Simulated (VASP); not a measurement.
# GaSb (F-43m) in VASP: notebook, part 2 of 2

VASP 6.6.1. The steps go on from the part before.

**3. Single point, PBE (volume changed by -6%)**

The input, INCAR:

```
SYSTEM = GaSb
  ALGO = Normal
  EDIFF = 1E-6
  ENCUT = 500
  GGA = PE
  GGA_COMPAT = .False.
  ISIF = 2
  ISMEAR = -1
  LASPH = .True.
  LCHARG = .False.
  LREAL = .False.
  LWAVE = .False.
  NBANDS = 16
  NELM = 120
  PREC = Accurate
  SIGMA = 0.02
```

The input, KPOINTS:

```
k-points
0
Gamma
  6 6 6
  0 0 0
```

The input, POSCAR:

```
GaSb
1.0
    0.0000000000      3.0464208946      3.0464208946
    3.0464208946      0.0000000000      3.0464208946
    3.0464208946      3.0464208946      0.0000000000
Ga Sb
1 1
Direct
    0.0000000000      0.0000000000      0.0000000000
    0.2500000000      0.2500000000      0.2500000000
```

Potentials or basis: VASP PAW PBE potentials, release 64 (Ga_d, Sb).

Command:

```sh
$ cat potpaw_PBE.64/Ga_d/POTCAR potpaw_PBE.64/Sb/POTCAR > POTCAR
$ mpirun -np 1 vasp_std > vasp.out
```

OUTCAR:

```text
SYSTEM = GaSb
   EDIFF = 1E-6
   ENCUT = 500
   GGA = PE
   ISIF = 2
   ISMEAR = -1
   LASPH = .True.
   LREAL = .False.
   NELM = 120
   PREC = Accurate

 ion  position               nearest neighbor table
   1  0.000  0.000  0.000-   2 2.64   2 2.64   2 2.64   2 2.64
   2  0.250  0.250  0.250-   1 2.64   1 2.64   1 2.64   1 2.64

  LATTYP: Found a face centered cubic cell.
 ALAT       =     6.0928417892

  Lattice vectors:

 A1 = (   0.0000000000,   3.0464208946,   3.0464208946)
 A2 = (   3.0464208946,   0.0000000000,   3.0464208946)
 A3 = (   3.0464208946,   3.0464208946,   0.0000000000)

Analysis of symmetry for initial positions (statically):
=====================================================================
 Subroutine PRICEL returns:
 Original cell was already a primitive cell.

 Routine SETGRP: Setting up the symmetry group for a
 face centered cubic supercell.

 Subroutine GETGRP returns: Found 24 space group operations
 (whereof 24 operations were pure point group operations)
 out of a pool of 48 trial point group operations.

The static configuration has the point symmetry T_d .

[... 148 lines left out ...]
  energy without entropy =       -7.30896548  energy(sigma->0) =       -7.30902340

 E-fermi :   5.0783     XC(G=0):  -9.1379

 val. band max:        5.0053672087   @ k =   0.0000   0.0000   0.0000
 cond. band min:       5.1281265555   @ k =   0.0000   0.0000   0.0000
 fundamental gap:      0.1227593468
 Fermi energy:         5.0782694159

 k-point     1 :       0.0000    0.0000    0.0000
  band No.  band energies     occupation
      1     -10.0651      2.00000
      2     -10.0651      2.00000
      3     -10.0651      2.00000
      4     -10.0137      2.00000
      5     -10.0137      2.00000
      6      -6.5580      2.00000
[... 281 lines left out ...]
      3     -10.0409      2.00000
      4     -10.0220      2.00000
      5     -10.0120      2.00000
      6      -4.0155      2.00000
[... 8 lines left out ...]
     15      15.1003      0.00000
     16      16.4279      0.00000

------------------------ aborting loop because EDIFF is reached ----------------------------------------

  FORCE on cell =-STRESS in cart. coord.  units (eV):
  Direction    XX          YY          ZZ          XY          YZ          ZX
  --------------------------------------------------------------------------------------
  -------------------------------------------------------------------------------------
  Total        1.0808025      1.0808025      1.0808025      0.0000000      0.0000000      0.0000000
  in kB       30.6236689     30.6236689     30.6236689      0.0000000      0.0000000      0.0000000
  external PRESSURE =      30.6236689 kB  Pullay stress =       0.0000000 kB

 VOLUME and BASIS-vectors are now :
 -----------------------------------------------------------------------------
  energy-cutoff  :      500.00
  volume of cell :       56.55
      direct lattice vectors                 reciprocal lattice vectors
     0.000000000  3.046420895  3.046420895    -0.164127026  0.164127026  0.164127026
     3.046420895  0.000000000  3.046420895     0.164127026 -0.164127026  0.164127026
     3.046420895  3.046420895  0.000000000     0.164127026  0.164127026 -0.164127026

 POSITION                                       TOTAL-FORCE (eV/Angst)
 -----------------------------------------------------------------------------------
      0.00000      0.00000      0.00000        -0.000000     -0.000000     -0.000000
      1.52321      1.52321      1.52321         0.000000      0.000000      0.000000
 -----------------------------------------------------------------------------------
    total drift:                                0.000000      0.000000      0.000001

  FREE ENERGIE OF THE ION-ELECTRON SYSTEM (eV)
  ---------------------------------------------------
  free  energy   TOTEN  =        -7.3090813112 eV

  energy  without entropy=       -7.3089654810  energy(sigma->0) =       -7.30902340
```

stdout:

```text
POSCAR found type information on POSCAR GaSb
 POSCAR found :  2 types and       2 ions
 scaLAPACK will be used
 LDA part: xc-table for (Slater+PW92), standard interpolation
 POSCAR, INCAR and KPOINTS ok, starting setup
 FFT: planning ... GRIDC
 FFT: planning ... GRID_SOFT
 FFT: planning ... GRID
 WAVECAR not read
 entering main loop
```

It took 13 s on 1 thread of Intel Xeon 6975P-C, shared host; peak memory 0.18 GiB.

Results:

```
Free energy            : -7.3091 eV
Pressure               : 3.1 GPa
Band gap on the k mesh : 0.12 eV, direct
```

Levels at points of the mesh, in eV from the valence-band top:
```tsv
k point	band 5	band 6	band 7	band 8	band 9	band 10	band 11	band 12	band 13	band 14
(0.00, 0.00, 0.00)	-15.02	-11.56	0.00	0.00	0.00	0.12	2.77	2.77	2.77	5.82
(0.50, 0.00, 0.00)	-15.02	-9.91	-6.43	-1.18	-1.18	0.43	3.74	3.74	6.46	9.44
(0.50, 0.50, 0.00)	-15.01	-9.06	-6.87	-2.62	-2.62	0.89	1.23	8.76	8.76	10.17
```

Caveat: the cell differs from its parent crystal (volume changed by -6%); spin-orbit coupling is left out, which moves the levels of the heavy elements. A k mesh can miss the band edges.

**4. Single point, PBE (volume changed by -3%)**

The input, INCAR:

```
PREC = Accurate
ENCUT = 500
EDIFF = 1E-6
ISMEAR = -1
SIGMA = 0.02
LREAL = F
LASPH = T
NELM = 120
ALGO = Normal
ISIF = 2
LWAVE = F
LCHARG = F
GGA = PE
NBANDS = 16
GGA_COMPAT = F
```

The input, KPOINTS:

```
Automatic mesh
0
Gamma
  6 6 6
```

The input, POSCAR:

```
GaSb
1.0
    0.0000000000      3.0784908397      3.0784908397
    3.0784908397      0.0000000000      3.0784908397
    3.0784908397      3.0784908397      0.0000000000
Ga Sb
1 1
Direct
    0.0000000000      0.0000000000      0.0000000000
    0.2500000000      0.2500000000      0.2500000000
```

Command:

```sh
$ cat potpaw_PBE.64/Ga_d/POTCAR potpaw_PBE.64/Sb/POTCAR > POTCAR
$ mpirun -np 1 vasp_std > vasp.out
```

Run time: 12 s. Hardware: 1 thread of Intel Xeon 6975P-C, shared host; peak memory 0.17 GiB.

Results (log left out):

| Property | Result |
| --- | --- |
| Free energy | -7.3348 eV |
| Pressure | 1.5 GPa |
| Band gap on the k mesh | zero (filled and empty bands touch) |

Levels at points of the mesh, in eV from the Fermi level:
```
           k point  band 7  band 8  band 9  band 10  band 11  band 12
(0.00, 0.00, 0.00)   -0.11   -0.01   -0.01    -0.01     2.76     2.76
(0.50, 0.00, 0.00)   -6.29   -1.14   -1.14     0.35     3.73     3.73
(0.50, 0.50, 0.00)   -6.74   -2.52   -2.52     0.91     1.27     8.54
```

Caveat: the cell differs from its parent crystal (volume changed by -3%); spin-orbit coupling is left out, which moves the levels of the heavy elements.

**5. Single point, PBE**

This run uses another cell than the first one, of 30.08 Å³/atom, 1.044 times its volume.

The input, INCAR:

```
ALGO = Normal
EDIFF = 1E-6
ENCUT = 500
GGA = PE
GGA_COMPAT = F
ISIF = 2
ISMEAR = -1
LASPH = T
LCHARG = T
LELF = T
LREAL = F
LVHAR = T
LWAVE = F
NBANDS = 16
NELM = 120
PREC = Accurate
SIGMA = 0.02
```

The input, KPOINTS:

```
k-points
0
Gamma
  6 6 6
```

The input, POSCAR:

```
GaSb
1.0
    0.0000000000      3.1099061813      3.1099061813
    3.1099061813      0.0000000000      3.1099061813
    3.1099061813      3.1099061813      0.0000000000
Ga Sb
1 1
Direct
    0.0000000000      0.0000000000      0.0000000000
    0.2500000000      0.2500000000      0.2500000000
```

Command:

```sh
$ cat potpaw_PBE.64/Ga_d/POTCAR potpaw_PBE.64/Sb/POTCAR > POTCAR
$ mpirun -np 1 vasp_std > vasp.out
```

It took 14 s on 1 thread of Intel Xeon 6975P-C, shared host; peak memory 0.18 GiB.

It converged, with:

```
Free energy            : -7.3433 eV
Pressure               : 0.0 GPa
Band gap on the k mesh : zero (filled and empty bands touch)
```

Levels at points of the mesh, in eV from the Fermi level:
| k point | band 5 | band 6 | band 7 | band 8 | band 9 | band 10 | band 11 | band 12 | band 13 | band 14 |
| --- | --- | --- | --- | --- | --- | --- | --- | --- | --- | --- |
| (0.00, 0.00, 0.00) | -14.92 | -11.16 | -0.32 | -0.01 | -0.01 | -0.01 | 2.77 | 2.77 | 2.77 | 5.75 |
| (0.50, 0.00, 0.00) | -14.92 | -9.66 | -6.15 | -1.09 | -1.09 | 0.29 | 3.73 | 3.73 | 6.48 | 9.03 |
| (0.50, 0.50, 0.00) | -14.92 | -8.90 | -6.61 | -2.42 | -2.42 | 0.94 | 1.33 | 8.35 | 8.35 | 9.64 |

Caveat: spin-orbit coupling is left out, which moves the levels of the heavy elements.

**6. The runs side by side**

```tsv
level	potentials or basis	cell	k mesh	cutoff (eV)	second run	gap on the mesh (eV)	pressure (GPa)
r2SCAN	VASP PAW PBE potentials, release 64 (Ga_d, Sb_d_GW)	a = 4.336 Å, angles 60.0°, 2 atoms	8 × 8 × 8	550	valence_matched	0.40	0.0
PBE	VASP PAW PBE potentials, release 64 (Ga_d, Sb)	a = 4.308 Å, angles 60.0°, 2 atoms	6 × 6 × 6	500	-	0.12	3.1
PBE	VASP PAW PBE potentials, release 64 (Ga_d, Sb)	a = 4.354 Å, angles 60.0°, 2 atoms	6 × 6 × 6	500	-	none	1.5
PBE	VASP PAW PBE potentials, release 64 (Ga_d, Sb)	a = 4.398 Å, angles 60.0°, 2 atoms	6 × 6 × 6	500	-	none	0.0
```

Alike in all rows: task single point; no spin polarisation; smearing fermi-dirac 0.02 eV.

Caveats: spin-orbit coupling is left out, which moves the levels of the heavy elements; the PAW data sets were made with another functional, which shifts forces and pressure a little (some runs).

Absolute energies hang on the potentials; compare differences alone.

**7. Against experiment**

Step 2. Measured gap of GaSb: 0.811 eV (direct; 4.2 K; a printed reference work, data compilation). This calculation gives 0.40 eV (-0.41 eV). Spin-orbit coupling on Ga, Sb is left out. The value is that of r2SCAN on a finite k mesh, which can miss the band edges, without temperature or zero-point motion.

Step 5. A measured gap of GaSb is 0.811 eV (direct; 4.2 K; a printed reference work, data compilation); the calculated 0.00 eV misses it by -0.81 eV. Spin-orbit coupling on Ga, Sb is left out. The value is that of PBE on a finite k mesh, which can miss the band edges, without temperature or zero-point motion. Semilocal functionals fall short of measured gaps as a rule.
